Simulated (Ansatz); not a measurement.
Bi2Te2Se:

```xyz
5
Lattice="2.1610 1.2476 10.5856 -2.1610 1.2476 10.5856 0.0000 -2.4953 10.5856" Properties=species:S:1:pos:R:3 pbc="T T T"
Bi    0.0000    0.0000   12.4398
Bi    0.0000    0.0000   19.3169
Te    0.0000    0.0000   24.7831
Te    0.0000    0.0000    6.9736
Se    0.0000    0.0000    0.0000
```

The cell is a database's computed one.

- Program: Ansatz 0.2.0
- Task: relaxation of cell and atoms
- Functional: PBE
- Dispersion: D3(BJ)
- Potentials or basis: Ansatz PAW
- Cutoff: 420 eV (not typed: the program's choice for these potentials)
- k mesh: 7 × 7 × 7
- Occupations: fermi-dirac, width 0.05 eV
- Spin: no spin polarisation

At the start: volume 34.25 Å³/atom.

Q: Where does the relaxation end?

A: It ends after 7 steps and the volume is 31.74 Å³/atom (-7.3 %); space group R-3m (No. 166, to 0.05 Å).

The path:
```csv
step,energy change (eV),largest force (eV/Å),volume (Å³)
1,0.0000,0.1291,171.24
2,-0.0635,0.1420,159.45
3,-0.0826,0.0157,157.83
4,-0.0880,0.0401,158.99
5,-0.0884,0.0090,158.38
6,-0.0885,0.0008,158.69
7,-0.0866,0.0010,158.69
```

Final structure:
```yaml
crystal:
  lattice:
    - [2.14905, 1.24076, 9.91887]
    - [-2.14905, 1.24076, 9.91887]
    - [0.00000, -2.48151, 9.91887]
  atoms:
    - { symbol: Bi, position: [0.39492, 0.39492, 0.39492] }
    - { symbol: Bi, position: [0.60508, 0.60508, 0.60508] }
    - { symbol: Te, position: [0.78784, 0.78784, 0.78784] }
    - { symbol: Te, position: [0.21216, 0.21216, 0.21216] }
    - { symbol: Se, position: [0.00000, 0.00000, 0.00000] }
```

Caveat: the plane-wave basis is chosen anew once the cell has moved, so the energies of steps on either side of that aren't comparable.
